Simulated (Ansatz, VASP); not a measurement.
# Nb in VASP and in Ansatz

```xyz
1
Lattice="0.0000 2.1408 2.1408 2.1408 0.0000 2.1408 2.1408 2.1408 0.0000" Properties=species:S:1:pos:R:3 pbc="T T T"
Nb    0.0000    0.0000    0.0000
```

Alike in both runs: task single point; functional PBEsol; k mesh 15 × 15 × 15; occupations fermi-dirac, width 0.1 eV; no spin polarisation.

|  | VASP | Ansatz |
| --- | --- | --- |
| version | VASP 6.6.1 | Ansatz 0.2.0 |
| potentials or method | VASP PAW PBE potentials, release 64 (Nb_sv) | plane waves (420 eV) with PAW, scalar-relativistic |
| plane-wave cutoff (eV) | 520 | 420 |
| valence electrons in the cell | 13 | 13 |

```tsv
	VASP	Ansatz	Ansatz less VASP
pressure (GPa)	-12.0	-11.8	+0.19
```

Ansatz warned: «pseudo_functional_mismatch».

Caveats: the PAW data sets were made with another functional, which shifts forces and pressure a little (VASP).
